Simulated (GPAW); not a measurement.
Te2Mo:

```
Te Mo
1.0
     3.51820    0.00000    0.00000
    -1.75910    3.04685    0.00000
     0.00000    0.00000   13.97360
Te Mo
4 2
Direct
  0.66667 0.33333 0.37900
  0.33333 0.66667 0.87900
  0.66667 0.33333 0.12100
  0.33333 0.66667 0.62100
  0.66667 0.33333 0.75000
  0.33333 0.66667 0.25000
```

* Program: GPAW 26.7.0
* Task: relaxation of cell and atoms
* Functional: MS2
* Potentials or basis: GPAW PAW data sets (gpaw-data 1.2.1)
* Cutoff: 600 eV
* Basis: pw
* k mesh: 5 × 5 × 2
* Occupations: fermi-dirac, width 0.05 eV
* Spin: no spin polarisation

At the start: pressure -1.4 GPa; volume 24.96 Å³/atom.

Question: Where does the relaxation end?

Answer: Over 13 steps the energy falls by 4.5 meV/atom and the volume is 25.44 Å³/atom (+1.9 %); space group P6_3/mmc (No. 194, to 0.05 Å).

The path:
```
step  energy change (eV)  largest force (eV/Å)  pressure (GPa)  volume (Å³)
   1              0.0000                0.2035           -1.36       149.79
   2             -0.0039                0.1457           -1.05       149.56
   3             -0.0100                0.0397            0.00       148.80
   4             -0.0107                0.0440            0.06       148.72
   5             -0.0173                0.0115            0.48       147.91
   6             -0.0177                0.0212            0.37       147.96
   7             -0.0181                0.0458            0.26       148.08
   8             -0.0187                0.0715            0.12       148.33
   9             -0.0202                0.1035           -0.10       149.00
  10             -0.0226                0.1180           -0.29       150.19
  11             -0.0255                0.0862           -0.30       151.75
  12             -0.0268                0.0289           -0.13       152.62
  13             -0.0269                0.0052           -0.03       152.66
```

Final structure:
```xyz
6
Lattice="3.4881 0.0000 0.0000 -1.7441 3.0208 0.0000 0.0000 0.0000 14.4885" Properties=species:S:1:pos:R:3 pbc="T T T"
Te    1.7441    1.0069    5.4243
Te    0.0000    2.0139   12.6686
Te    1.7441    1.0069    1.8199
Te    0.0000    2.0139    9.0641
Mo    1.7441    1.0069   10.8663
Mo    0.0000    2.0139    3.6221
```

Caveat: the k mesh is coarse; later steps reuse the first step's grids; the PAW data sets were made with another functional, which shifts forces and pressure a little.
